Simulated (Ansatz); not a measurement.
Reactions of `CC(=O)OBF`.

Gas-phase electronic energies from Ansatz, PBE0-D4/def2-TZVP geometries. CBS: MP2 limit from def2 TZ/QZ plus the TZ coupled-cluster correction, frozen cores. This one scheme is used for every species. Functionals use def2-TZVPP. One conformer a species, not always the lowest.

| reaction | ωB97X-V (kcal/mol) | B2PLYP (kcal/mol) | PBE-D4 (kcal/mol) | PBE0-D4 (kcal/mol) |
| --- | --- | --- | --- | --- |
| `CC(=O)OBF` + `[SiH3]N[SiH3]` → `FBN([SiH3])[SiH3]` + acetic acid | -2.6 | -1.8 | -4.1 | -3.6 |
| `CC(=O)OBF` → `COC1OB1F` | 49.2 | 50.2 | 45.3 | 47.8 |
| `CC(=O)OBF` + HCl → `CC(=O)OBCl` + H–F | 14.6 | 14.9 | 12.7 | 13.0 |
| `CC(=O)OBF` + dimethyl ether → `COCBF` + acetic acid | 27.2 | 28.8 | 25.8 | 26.6 |

Task: Give the CCSD(T)/CBS values in the same order. (An estimate is asked.)

Result: Computed: -2.8, 49.3, 13.1, 28.2 kcal/mol.

Largest T1 diagnostic: 0.015, for `CC(=O)OBF`.
